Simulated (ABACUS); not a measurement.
Crystal: Ge.

```
CELL_PARAMETERS angstrom
0.00000 2.82891 2.82891
2.82891 0.00000 2.82891
2.82891 2.82891 0.00000
ATOMIC_POSITIONS crystal
Ge 0.75000 0.75000 0.75000
Ge 0.50000 0.50000 0.50000
```

Program: ABACUS 3.10.1. Alike in all runs: task single point; potentials or basis SG15 ONCV 1.2 PBE, DZP LCAO (the cutoffs set its grid); no spin polarisation; cell as given; k mesh 4 × 4 × 4; cutoff (eV) 1361; smearing fermi-dirac 0.05 eV; the mesh is coarse, so values aren't converged.

Question: Order these runs on this cell by their band gap on the k mesh, lowest first.
A. level PBE0-type (share 0.4); share of exact exchange 0.4
B. level PBE0-type (share 0.25); share of exact exchange 0.25
C. level PBE0-type (share 0.1); share of exact exchange 0.1

Answer: C (0.72 eV), B (1.62 eV), A (2.58 eV).

Caveats: all runs use coarse meshes; the atomic orbitals were generated for these runs and aren't a published set; gaps of hybrids in this basis differ from plane-wave ones by up to 0.1 eV; the basis of atomic orbitals isn't converged, which shifts pressures, moduli and gaps.

A k mesh can miss the band edges.

Runs at the PBE level aren't shown here.
